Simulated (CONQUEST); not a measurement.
SnTe:

```
CELL_PARAMETERS angstrom
4.45597 0.00000 0.00000
0.00000 4.45597 0.00000
0.00000 0.00000 6.30170
ATOMIC_POSITIONS crystal
Te 0.00817 0.00814 0.50228
Te 0.50818 0.50814 0.00228
Sn 0.49335 0.50671 0.49688
Sn 0.99335 0.00671 0.99688
```

The cell isn't the ideal one: atoms moved at random, drawn with an rms of 0.05 Å.

Base run:

| Item | Value |
| --- | --- |
| Program | CONQUEST 1.3 |
| Functional | PBE |
| Potentials or basis | PseudoDojo NC PBE, SZ, grid cutoff 120 Ha |
| k mesh | 6 × 6 × 4 |
| Occupations | fermi-dirac, width 0.05 eV |
| Spin | no spin polarisation |

Its results: band gap on the k mesh 0.10 eV; pressure 7.8 GPa; largest force 0.111 eV/Å.

The run is repeated on the same cell with these changes: potentials or basis from PseudoDojo NC PBE, SZ, grid cutoff 120 Ha to PseudoDojo NC PBE, DZP, grid cutoff 300 Ha. What comes out?

Band gap on the k mesh 0.06 eV; pressure 2.7 GPa; largest force 0.030 eV/Å.

Caveats: spin-orbit coupling is left out, which moves the levels of the heavy elements; the basis of atomic orbitals isn't converged, which shifts pressures, moduli and gaps; the atomic basis is small (some runs).

A k mesh can miss the band edges.
